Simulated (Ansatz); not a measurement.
MgS: excitons and shallow donors from band masses and screening

Computed with DFT PBE, scalar-relativistic, plane waves, PAW in Ansatz 0.2.0.

Plane waves to 420 eV, a k mesh through Γ of 8×8×8 on the computed 2-atom cell and Gaussian smearing (0.02 eV); no spin polarisation.

Relaxed cell: Fm-3m, a = 5.230 Å, b = 5.230 Å, c = 5.230 Å, α = 90.00°, β = 90.00°, γ = 90.00°, 2 atoms in the primitive cell.

The calculation gives a Kohn–Sham gap of 2.76 eV, an electron mass of 0.343 mₑ and a hole mass of 0.493 mₑ (harmonic means over x, y, z and over the bands degenerate at each edge), and ε∞ = 5.90 (independent particles, mean of the diagonal).

Problem. Estimate the binding energy and radius of a Wannier–Mott exciton and of a shallow donor, and say whether the hydrogenic model can hold.

Solution. The reduced mass is μ = mₙmₕ/(mₙ + mₕ) = 0.202 mₑ, with mₙ and mₕ the band masses. With E_b = 13.606 eV × μ/ε² and a = 0.529 Å × ε/μ (μ in mₑ) the exciton has E_b = 79 meV and a = 15.4 Å. For a donor μ is the electron mass: 134 meV and 9.1 Å. The exciton's radius is 4 times the shortest lattice vector (3.70 Å), so the continuum picture is reasonable. In a polar crystal the ions screen too, so a state bound more weakly than an optical phonon feels the larger static constant, which lowers the energy and widens the orbit. The other way, the small Kohn–Sham gap and the missing local fields make ε∞ too large and the masses tend to be too light, which underbinds. The edges lie at different points of the zone, so the exciton is indirect.

Cost: 4 runs of about 0.47 core-minutes in all, on Arm Neoverse V1 (shared hosts).